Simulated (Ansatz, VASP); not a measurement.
## One calculation of AlN, two programs

File INCAR:

```
PREC = Accurate
ENCUT = 520
EDIFF = 1E-6
ISMEAR = 0
SIGMA = 0.05
LREAL = False
LASPH = True
NELM = 60
ALGO = Normal
ISIF = 2
LWAVE = False
LCHARG = True
GGA = CA
LELF = True
LVHAR = True
NBANDS = 16
```

KPOINTS

```
Automatic mesh
0
Gamma
  9 9 6
```

The input POSCAR:

```
AlN
1.0
    3.0887424016      0.0000000000      0.0000000000
   -1.5443712008      2.6749293856      0.0000000000
    0.0000000000      0.0000000000      4.9437688231
Al N
2 2
Direct
    0.3172581426      0.6345162853      0.0015212672
    0.6827418574      0.3654837147      0.5015212672
    0.3476777443      0.6953554887      0.3834787328
    0.6523222557      0.3046445113      0.8834787328
```

Input for Ansatz:

```yaml
crystal:
  lattice:
    - [3.0887424016, 0.0, 0.0]
    - [-1.5443712008, 2.6749293856, 0.0]
    - [0.0, 0.0, 4.9437688231]
  atoms:
    - { symbol: Al, position: [0.3172581426, 0.6345162853, 0.0015212672] }
    - { symbol: Al, position: [0.6827418574, 0.3654837147, 0.5015212672] }
    - { symbol: "N", position: [0.3476777443, 0.6953554887, 0.3834787328] }
    - { symbol: "N", position: [0.6523222557, 0.3046445113, 0.8834787328] }
basis:
  ecutwfc: 520.0
kpoints:
  mp_grid: { grid: [9, 9, 6] }
hamiltonian:
  xc: lda
scf:
  occupations: { method: gaussian, width: 0.05 }
output:
  forces: true
  stress: true
  eigenvalues: true
  write_density: true
  write_potential: true
  elf: true
  volumetric_format: npy
```

Change from the starting cell: mode 4 frozen in at +0.000 Å and mode 5 at -0.086 Å (largest displacements).

Alike in both runs: task single point; functional LDA; k mesh 9 × 9 × 6; occupations gaussian, width 0.05 eV; no spin polarisation.

|  | VASP | Ansatz |
| --- | --- | --- |
| version | VASP 6.6.1 | Ansatz 0.2.0 |
| potentials or method | VASP PAW LDA potentials, release 64 (Al, N) | scalar-relativistic, plane waves, PAW |
| plane-wave cutoff (eV) | 520 | 520 |
| valence electrons in the cell | 16 | 16 |

```csv
,VASP,Ansatz,Ansatz less VASP
gap on the k mesh at the Fermi level (eV),4.33,4.33,-0.005
least direct gap on the mesh (eV),4.33,4.33,-0.005
pressure (GPa),0.4,-0.2,-0.59
largest component of the traceless stress (GPa),0.18,0.19,+0.011
rms of the force components (eV/Å),0.212,0.212,+0.0003
```

Atom by atom the forces differ by 0.002 eV/Å (rms over components).

Caveats: an odd mesh through Γ misses points on the zone boundary, where band edges often lie.
